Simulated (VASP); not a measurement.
Data:

```
InN
1.0
    1.79302    -3.10560     0.00000
    1.79302     3.10560     0.00000
    0.00000     0.00000     5.78340
In N
2 2
Direct
  0.66667   0.33333   0.49985
  0.33333   0.66667   0.99985
  0.66667   0.33333   0.87915
  0.33333   0.66667   0.37915
```

Computed with PBE GGA, VASP's PBE PAW potentials (set 64) (plane waves; VASP). Settings: 520 eV cut-off, 11×11×6 Γ-centred mesh, tetrahedra with Blöchl corrections, potentials In_d N.

Unless said otherwise, spin-orbit coupling is left out, though it shifts the bands of the heavy elements here.

### Question
Predict the energy per atom (σ→0), band gap (on the k-mesh) with the smallest direct gap where there is one.

### Answer

```
Item                                                         Value
------------------------  ----------------------------------------
band gap (on the k-mesh)  none (metal, semimetal or under 0.01 eV)
energy per atom (σ→0)                               -5.353 eV/atom
```

The absolute energy has meaning only against runs of the same code, potentials and settings.

The compound is InN in the wurtzite structure. It was relaxed first.
